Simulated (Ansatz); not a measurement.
A relaxation computed with Ansatz, from input to last step.

```yaml
crystal:
  lattice:
    - [5.5168995855, 0.0, 0.0]
    - [-2.7584497928, 4.7777751912, 0.0]
    - [0.0, 0.0, 4.7829479934]
  atoms:
    - { symbol: Pt, position: [0.3333333333, 0.1666666667, 0.75] }
    - { symbol: Pt, position: [0.3333333333, 0.6666666667, 0.75] }
    - { symbol: Pt, position: [0.8333333333, 0.1666666667, 0.75] }
    - { symbol: Pt, position: [0.8333333333, 0.6666666667, 0.75] }
    - { symbol: Pt, position: [0.1666666667, 0.3333333333, 0.25] }
    - { symbol: Pt, position: [0.1666666667, 0.8333333333, 0.25] }
    - { symbol: Pt, position: [0.6666666667, 0.3333333333, 0.25] }
    - { symbol: Pt, position: [0.6666666667, 0.8333333333, 0.25] }
    - { symbol: H, position: [0.0, 0.0, 0.0] }
basis:
  ecutwfc: 420
kpoints:
  mp_grid: { grid: [6, 6, 6] }
hamiltonian:
  xc: pbe
scf:
  occupations: { method: gaussian, width: 0.1 }
output:
  forces: true
  stress: true
  eigenvalues: true
relax:
  adjacent_minimum: "off"
  f_tol: 0.025
  max_steps: 70
  cell: { stress_tol: 0.12 }
```

```bash
ansatz run input.yaml --threads 2 --pin off --max-ram 5120MiB --backend cpu --events-out ev --progress --plain --runs-dir out
```

Method: DFT PBE, scalar-relativistic, plane waves, PAW (Ansatz).

Of 6 frames 6 are shown, positions in Å and forces in eV/Å; the SCF threshold varies from step to step. Steps run on the plane waves of an earlier cell, with a Pulay correction in the pressure. The basis is chosen afresh for the last frame, the zero of the energies, and can be on the way; energy and pressure step there, also at an unchanged geometry. The mark taken_back stands on steps that the optimiser undid.

```xyz
9
Lattice="5.5169 0.0000 0.0000 -2.7584 4.7778 0.0000 0.0000 0.0000 4.7829" Properties=species:S:1:pos:R:3:forces:R:3 pbc="T T T" step=1 free_energy_over_end_meV_per_atom=12.36 pressure_GPa=5.81
Pt    1.3792    0.7963    3.5872    0.4990    0.2880   -0.3790
Pt    0.0000    3.1852    3.5872    0.0000    0.0000   -0.1800
Pt    4.1377    0.7963    3.5872   -0.4990    0.2880   -0.3790
Pt    2.7584    3.1852    3.5872    0.0000   -0.5760   -0.3790
Pt    0.0000    1.5926    1.1957    0.0000    0.5760    0.3790
Pt   -1.3792    3.9815    1.1957    0.4990   -0.2880    0.3790
Pt    2.7584    1.5926    1.1957    0.0000    0.0000    0.1800
Pt    1.3792    3.9815    1.1957   -0.4990   -0.2880    0.3790
H     0.0000    0.0000    0.0000    0.0000    0.0000    0.0000
9
Lattice="5.6047 0.0000 0.0000 -2.8024 4.8538 0.0000 0.0000 0.0000 4.9572" Properties=species:S:1:pos:R:3:forces:R:3 pbc="T T T" step=2 free_energy_over_end_meV_per_atom=24.13 pressure_GPa=-8.87 taken_back
Pt    1.4339    0.8279    3.6794   -0.3180   -0.1840    0.2600
Pt    0.0000    3.2359    3.6998    0.0000    0.0000    0.2410
Pt    4.1708    0.8279    3.6794    0.3180   -0.1840    0.2600
Pt    2.8024    3.1980    3.6794    0.0000    0.3670    0.2600
Pt    0.0000    1.6558    1.2778    0.0000   -0.3670   -0.2600
Pt   -1.3684    4.0259    1.2778   -0.3180    0.1840   -0.2600
Pt    2.8024    1.6179    1.2574    0.0000    0.0000   -0.2410
Pt    1.3684    4.0259    1.2778    0.3180    0.1840   -0.2600
H     0.0000    0.0000    0.0000    0.0000    0.0000    0.0000
9
Lattice="5.5461 0.0000 0.0000 -2.7730 4.8030 0.0000 0.0000 0.0000 4.8618" Properties=species:S:1:pos:R:3:forces:R:3 pbc="T T T" step=3 free_energy_over_end_meV_per_atom=0.53 pressure_GPa=-0.91
Pt    1.4058    0.8116    3.6227   -0.0420   -0.0240    0.0590
Pt    0.0000    3.2020    3.6442    0.0000    0.0000    0.0850
Pt    4.1403    0.8116    3.6227    0.0420   -0.0240    0.0590
Pt    2.7730    3.1798    3.6227    0.0000    0.0480    0.0590
Pt    0.0000    1.6233    1.2391    0.0000   -0.0480   -0.0590
Pt   -1.3673    3.9914    1.2391   -0.0420    0.0240   -0.0590
Pt    2.7730    1.6010    1.2176    0.0000    0.0000   -0.0850
Pt    1.3673    3.9914    1.2391    0.0420    0.0240   -0.0590
H     0.0000    0.0000    0.0000    0.0000    0.0000    0.0000
9
Lattice="5.5368 0.0000 0.0000 -2.7684 4.7950 0.0000 0.0000 0.0000 4.8575" Properties=species:S:1:pos:R:3:forces:R:3 pbc="T T T" step=4 free_energy_over_end_meV_per_atom=0.19 pressure_GPa=0.05
Pt    1.4019    0.8094    3.6194   -0.0060   -0.0040   -0.0050
Pt    0.0000    3.1967    3.6591    0.0000    0.0000   -0.0330
Pt    4.1349    0.8094    3.6194    0.0060   -0.0040   -0.0050
Pt    2.7684    3.1762    3.6194    0.0000    0.0070   -0.0050
Pt    0.0000    1.6188    1.2381    0.0000   -0.0070    0.0050
Pt   -1.3665    3.9856    1.2381   -0.0060    0.0040    0.0050
Pt    2.7684    1.5983    1.1984    0.0000    0.0000    0.0330
Pt    1.3665    3.9856    1.2381    0.0060    0.0040    0.0050
H     0.0000    0.0000    0.0000    0.0000    0.0000    0.0000
9
Lattice="5.5378 0.0000 0.0000 -2.7689 4.7959 0.0000 0.0000 0.0000 4.8571" Properties=species:S:1:pos:R:3:forces:R:3 pbc="T T T" step=5 free_energy_over_end_meV_per_atom=0.17 pressure_GPa=-0.01
Pt    1.4019    0.8094    3.6202    0.0000    0.0000    0.0010
Pt    0.0000    3.1973    3.6522    0.0000    0.0000   -0.0010
Pt    4.1359    0.8094    3.6202    0.0000    0.0000    0.0010
Pt    2.7689    3.1771    3.6202    0.0000    0.0000    0.0010
Pt    0.0000    1.6188    1.2369    0.0000    0.0000   -0.0010
Pt   -1.3670    3.9865    1.2369    0.0000    0.0000   -0.0010
Pt    2.7689    1.5986    1.2049    0.0000    0.0000    0.0010
Pt    1.3670    3.9865    1.2369    0.0000    0.0000   -0.0010
H     0.0000    0.0000    0.0000    0.0000    0.0000    0.0000
9
Lattice="5.5378 0.0000 0.0000 -2.7689 4.7959 0.0000 0.0000 0.0000 4.8571" Properties=species:S:1:pos:R:3:forces:R:3 pbc="T T T" step=6 free_energy_over_end_meV_per_atom=0.00 pressure_GPa=-0.02
Pt    1.4019    0.8094    3.6202    0.0000    0.0000    0.0010
Pt    0.0000    3.1973    3.6522    0.0000    0.0000   -0.0010
Pt    4.1359    0.8094    3.6202    0.0000    0.0000    0.0010
Pt    2.7689    3.1771    3.6202    0.0000    0.0000    0.0010
Pt    0.0000    1.6188    1.2369    0.0000    0.0000   -0.0010
Pt   -1.3670    3.9865    1.2369    0.0000    0.0000   -0.0010
Pt    2.7689    1.5986    1.2049    0.0000    0.0000    0.0010
Pt    1.3670    3.9865    1.2369    0.0000    0.0000   -0.0010
H     0.0000    0.0000    0.0000    0.0000    0.0000    0.0000
```

Time: 69 s on 2 threads of Arm Neoverse V1, with other jobs on the host, peak memory 0.6 GiB.

Spin–orbit coupling is left out, which can shift energies with elements as heavy as these.